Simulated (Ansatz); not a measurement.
# BP: the cost of one run

Method: DFT PBE, scalar-relativistic, plane waves, PAW, in Ansatz 0.2.0.

2 further runs of the same task are left out: 2 set aside as unsound or not needed.

## 1. The structure to begin with

It takes space group P6_3mc (No. 186, hexagonal). Conventional cell: a = 3.200 Å, b = 3.200 Å, c = 5.306 Å, α = 90.00°, β = 90.00°, γ = 120.00°. B (site symmetry 3m) is surrounded by 4 P at 1.96 to 1.99 Å. P (site symmetry 3m) has 4 B at 1.96 to 1.99 Å as nearest neighbours.

Structure file:

```cif
data_structure
_symmetry_space_group_name_H-M 'P6_3mc'
_symmetry_Int_Tables_number 186
_cell_length_a 3.1997
_cell_length_b 3.1997
_cell_length_c 5.3056
_cell_angle_alpha 90.000
_cell_angle_beta 90.000
_cell_angle_gamma 120.000
_cell_volume 47.04
loop_
_atom_site_label
_atom_site_type_symbol
_atom_site_symmetry_multiplicity
_atom_site_Wyckoff_symbol
_atom_site_fract_x
_atom_site_fract_y
_atom_site_fract_z
_atom_site_occupancy
B1 B 2 b 0.66667 0.33333 0.50038 1
P1 P 2 b 0.66667 0.33333 0.87462 1
```

It goes back to an entry of the Materials Project, which need not be the stable form.

This cell was relaxed beforehand with the same method: volume 11.76 Å³/atom, gap on the mesh 1.08 eV.

## 2. Building the cluster of 14 host atoms, cut as a sphere about cell point 1/4, shaken

The cluster is cut from the relaxed crystal and set in a periodic box with vacuum round it. Its excess energy counts from the bulk, -456.2126 eV an atom.

The cell holds 7 B, 7 P: a = 13.300 Å, b = 12.500 Å, c = 12.400 Å, α = 90.00°, β = 90.00°, γ = 90.00°.

## 3. Relaxing it

input.yaml reads:

```yaml
crystal:
  lattice:
    - [13.3, 0.0, 0.0]
    - [0.0, 12.5, 0.0]
    - [0.0, 0.0, 12.4]
  atoms:
    - { symbol: B, position: [0.4350084098, 0.3414066392, 0.4146361481], spin: 0.4 }
    - { symbol: B, position: [0.3248714908, 0.5648322929, 0.4216209393], spin: 0.4 }
    - { symbol: B, position: [0.6758366085, 0.3628888265, 0.4210091354], spin: 0.4 }
    - { symbol: B, position: [0.5691860337, 0.5671509506, 0.4170079758], spin: 0.4 }
    - { symbol: B, position: [0.3202734358, 0.4408173969, 0.6236511435], spin: 0.4 }
    - { symbol: B, position: [0.5692879923, 0.4157729142, 0.623426098], spin: 0.4 }
    - { symbol: B, position: [0.4334048068, 0.6611489862, 0.6371203131], spin: 0.4 }
    - { symbol: P, position: [0.4304364776, 0.3580302916, 0.5793351797], spin: 0.4 }
    - { symbol: P, position: [0.3083926488, 0.5792969337, 0.5730701936], spin: 0.4 }
    - { symbol: P, position: [0.6836673727, 0.343998467, 0.582064598], spin: 0.4 }
    - { symbol: P, position: [0.5611098281, 0.5737267528, 0.5835251855], spin: 0.4 }
    - { symbol: P, position: [0.3183743016, 0.4163482286, 0.3611428526], spin: 0.4 }
    - { symbol: P, position: [0.5653798463, 0.4312354012, 0.3650335439], spin: 0.4 }
    - { symbol: P, position: [0.4336401943, 0.6543059441, 0.3573690778], spin: 0.4 }
basis:
  ecutwfc: 420
kpoints:
  mp_grid: { grid: [1, 1, 1] }
hamiltonian:
  xc: pbe
scf:
  occupations: { method: gaussian, width: 0.05 }
  lower_state_search: "off"
output:
  forces: true
  eigenvalues: true
  populations: true
  write_density: true
  write_potential: true
  elf: true
  volumetric_format: npy
magnetization:
  spin_polarized: true
relax:
  adjacent_minimum: "off"
  f_tol: 0.03
  max_steps: 40
```

Started as:

```bash
> ansatz run input.yaml --threads 4 --pin off --max-ram 11264MiB --backend cpu --events-out ev --progress --plain --runs-dir out
```

Q: Estimate wall time and peak memory on 4 threads of Intel Xeon Platinum 8375C at 2.90GHz (Ice Lake), shared host.

About 5.4 min, with a peak of 1.6 GiB.
